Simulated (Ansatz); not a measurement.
Crystal: Te2Mo.

```
CELL_PARAMETERS angstrom
3.51820 0.00000 0.00000
-1.75910 3.04685 0.00000
0.00000 0.00000 13.97360
ATOMIC_POSITIONS crystal
Te 0.66667 0.33333 0.37900
Te 0.33333 0.66667 0.87900
Te 0.66667 0.33333 0.12100
Te 0.33333 0.66667 0.62100
Mo 0.66667 0.33333 0.75000
Mo 0.33333 0.66667 0.25000
```

- Program: Ansatz 0.2.0
- Task: relaxation of cell and atoms
- Functional: BLYP
- Dispersion: D4
- Potentials or basis: Ansatz PAW
- Cutoff: 420 eV (not typed: the program's choice for these potentials)
- k mesh: 9 × 9 × 2
- Occupations: fermi-dirac, width 0.05 eV
- Spin: no spin polarisation

At the start: volume 24.96 Å³/atom.

Q: Where does the relaxation end?

A: It ends after 6 steps and the volume is 25.20 Å³/atom (+0.9 %); space group P6_3/mmc (No. 194, to 0.05 Å).

Step by step:
```
step  energy change (eV)  largest force (eV/Å)  volume (Å³)
   1              0.0000                0.4259       149.79
   2             -0.0440                0.0617       154.30
   3             -0.0528                0.0543       152.31
   4             -0.0548                0.0102       151.06
   5             -0.0548                0.0007       151.19
   6             -0.0551                0.0007       151.19
```

Final structure:
```
CELL_PARAMETERS angstrom
3.56647 0.00000 0.00000
-1.78324 3.08865 0.00000
0.00000 0.00000 13.72481
ATOMIC_POSITIONS crystal
Te 0.66667 0.33333 0.38186
Te 0.33333 0.66667 0.88186
Te 0.66667 0.33333 0.11814
Te 0.33333 0.66667 0.61814
Mo 0.66667 0.33333 0.75000
Mo 0.33333 0.66667 0.25000
```

Caveat: the plane-wave basis is chosen anew once the cell has moved, so the energies of steps on either side of that aren't comparable; the PAW data sets come from PBE, with cores solved anew for the run's functional, which leaves a small shift of forces and pressure.
